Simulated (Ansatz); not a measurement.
InN (zinc blende)

```
CELL_PARAMETERS angstrom
      0.00000     2.52449     2.52449
      2.52449     0.00000     2.52449
      2.52449     2.52449     0.00000
ATOMIC_POSITIONS crystal
  N  0.75000 0.75000 0.75000
  In 0.00000 0.00000 0.00000
```

The slice is a {110} plane (indices of the conventional cell) through the point (0.750, 0.750, 0.750) (fractional), spanned by u = [100] and v = [1 -1 -1] in vectors of this cell: u (3.57 Å) and v (5.05 Å, at 90° to u). It covers one period; positions are fractions (u, v).

Calculation: PBE (plane waves to 420 eV, PAW, scalar-relativistic; Ansatz, a quantum-chemistry and plane-wave program). k mesh 11×11×11. Near the nuclei the fields are pseudised (PAW); where an atom keeps semicore shells as valence, they peak there. At this level the bands of InN touch or barely overlap; measurements give the solid a gap. InN was relaxed with its symmetry unable to fall.

Question: What is the ELF at the midpoint of the shortest N–In line in this plane (2.19 Å)?

Answer: 0.2.

Question: What is the valence density on the shortest N–In line in this plane (2.19 Å), at its midpoint?

Answer: 0.55 e/Å³.

Question: Predict the map of the electron localisation function (ELF) on the slice.

Answer: 
```
|xxxx@@@@%%==::..::::..::==%%@@@@xx|
|##%%@@@@**::::::::::::::::**@@@@%%|
|@@@@@@##--::::::....::::::--##@@@@|
|@@%%##==::::..        ..::::==##%%|
|##**==::::::..xxxxxxxx..::::::==**|
|==--::..::::  xxxxxxxx  ::::..::--|
|::::....::::..xxxxxxxx..::::....::|
|........::--::        ::--::......|
|    ....::----::....::----::....  |
|      ..::::::::::::::::::::..    |
|      ........::::::::........    |
|        ....................      |
|              ........            |
|                                  |
|                                  |
|....                            ..|
|::::....                    ....::|
|====--::..                ..::--==|
|##**++==::..            ..::==++**|
|@@%%%%**==::..        ..::==**%%%%|
|@@@@@@%%**==..        ..==**%%@@@@|
|##%%@@@@##++::..    ..::++##@@@@%%|
|xxxx%%@@%%**--........--**%%@@%%xx|
|xxxx##@@@@**--........--**@@@@##xx|
```
Scale: ten equal steps from 0.02 (start of ' ') to 0.84 (end of '@'), in the order ' .:-=+*#%@'. Values: electron localisation function (ELF). The map has 17 points along u (two characters each, u = 0 at the left) and 24 along v (v = 0 in the bottom row). Points within 0.4 Å of a nucleus are blanked (x), as the pseudised field means little there.
